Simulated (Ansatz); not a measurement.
# MoS₂: energy above lowest point as volume scale varies

Free energy against uniform scaling of the volume at fixed shape and fractions; periodic cell, basis, potentials, k mesh and filling as listed. The results are calculated, by Ansatz 0.2.0.

The cell before it is scaled or strained (space group R3m, No. 160):
```
MoS2
1.0
      1.5800     0.9122     6.1500
     -1.5800     0.9122     6.1500
      0.0000    -1.8244     6.1500
Mo S
1 2
Direct
  0.00000 0.00000 0.00000
  0.25000 0.25000 0.25000
  0.41700 0.41700 0.41700
```

Settings of every row: functional PBEsol; dispersion none; potentials PAW; wave cutoff 500 eV; density cutoff 2000 eV; k mesh 11x11x11; k shift 0x0x0; occupations cold; smearing width 0.15 eV; spin none.

Limits: a layered crystal: even scaling strains the bonds within the layers, so this curve is stiffer than the crystal under pressure.

| row | volume scale | V (Å³/atom) | energy above lowest point (meV/atom) |
| --- | --- | --- | --- |
| 1 | 0.92 | 16.309 | 67.2 |
| 2 | 0.9467 | 16.783 | 29.1 |
| 3 | 0.9733 | 17.254 | 7.4 |
| 4 | 1 | 17.728 | 0 |
| 5 | 1.0267 | 18.201 | 4.9 |
| 6 | 1.0533 | 18.673 | ? |
| 7 | 1.08 | 19.146 | 45.2 |

Question: what energy above lowest point should row 6 give?

Worked fit of energy above lowest point. Take u = (V_r/V)^(2/3) − 1 with V_r = 17.491 Å³ an atom, which is twice the finite (Eulerian) strain; such expansions in the strain, on which the Birch-Murnaghan equation of state is built, carry the rest volume and the bulk modulus. The shown rows have u = 0.04775, 0.02793, 0.00914, -0.00893, -0.02618, -0.05849. Least squares give energy above lowest point = 2.07 + 409 × u + 19826 × u² + 3840 × u³ meV/atom; a parabola predicts inner rows, each left out in turn, worse (root mean square 0.2 against 0.094 meV/atom). The rows lie off it by 0.0, 0.1, -0.1, 0.0, 0.0, 0.0. Its lowest point lies at u = -0.0103, or V = 17.77 Å³ an atom, and the curvature there gives the bulk modulus at fixed shape and fractions, B = (4/9)(1 + u)² E″(u)/V = 155 GPa. Letting shape and atoms relax would as a rule lower it, by much in layered, chain or molecular crystals. The withheld row has u = -0.04266, so the fit gives 2.07 + 409 × (-0.04266) + 19826 × (-0.04266)² + 3840 × (-0.04266)³ = 20.4 meV/atom.

The calculation gave 20.4 meV/atom. The fit meets it to the printed digit.
